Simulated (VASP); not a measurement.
Input of a VASP 6.6.1 run:

Contents of INCAR:

```
SYSTEM = MnSi
PREC = Accurate ; ENCUT = 600
EDIFF = 1E-6 ; ISMEAR = 1
SIGMA = 0.1 ; LREAL = .FALSE.
LASPH = .TRUE. ; NELM = 80
ALGO = Normal ; ISIF = 3
LWAVE = .FALSE. ; LCHARG = .FALSE.
GGA = PE ; IBRION = 2
NSW = 90 ; EDIFFG = -0.01
KPAR = 4
```

KPOINTS

```
Automatic mesh
0
G
  8 8 8
  0 0 0
```

POSCAR

```
MnSi
1.0
    4.5480000000      0.0000000000      0.0000000000
    0.0000000000      4.5480000000      0.0000000000
    0.0000000000      0.0000000000      4.5480000000
Mn Si
4 4
Direct
    0.1380000000      0.1380000000      0.1380000000
    0.3620000000      0.8620000000      0.6380000000
    0.6380000000      0.3620000000      0.8620000000
    0.8620000000      0.6380000000      0.3620000000
    0.8460000000      0.8460000000      0.8460000000
    0.6540000000      0.1540000000      0.3460000000
    0.3460000000      0.6540000000      0.1540000000
    0.1540000000      0.3460000000      0.6540000000
```

Potentials or basis: VASP PAW PBE potentials, release 64 (Mn_pv, Si).

Command:

```console
$ cat potpaw_PBE.64/Mn_pv/POTCAR potpaw_PBE.64/Si/POTCAR > POTCAR
$ mpirun -np 4 vasp_std > vasp.out
```

**Question.** Estimate the band gap on the k mesh.

**Answer.** None (metal or under the smearing width).

**Question.** Predict the relaxed cell.

**Answer.** a = 4.497 Å, b = 4.497 Å, c = 4.497 Å, α = 90.00°, β = 90.00°, γ = 90.00°.

**Question.** Estimate the relaxed volume.

**Answer.** 11.37 Å³/atom.

**Question.** Predict the space group after relaxing (to 0.05 Å).

**Answer.** P2_13 (No. 198).

Final structure:
```yaml
crystal:
  lattice:
    - [4.49674, 0.00000, 0.00000]
    - [0.00000, 4.49674, 0.00000]
    - [0.00000, 0.00000, 4.49674]
  atoms:
    - { symbol: Mn, position: [0.13728, 0.13728, 0.13728] }
    - { symbol: Mn, position: [0.36272, 0.86272, 0.63728] }
    - { symbol: Mn, position: [0.63728, 0.36272, 0.86272] }
    - { symbol: Mn, position: [0.86272, 0.63728, 0.36272] }
    - { symbol: Si, position: [0.84562, 0.84562, 0.84562] }
    - { symbol: Si, position: [0.65438, 0.15438, 0.34562] }
    - { symbol: Si, position: [0.34562, 0.65438, 0.15438] }
    - { symbol: Si, position: [0.15438, 0.34562, 0.65438] }
```

Spin polarisation is off, so any magnetic state and its effect on volume and gap are missing.
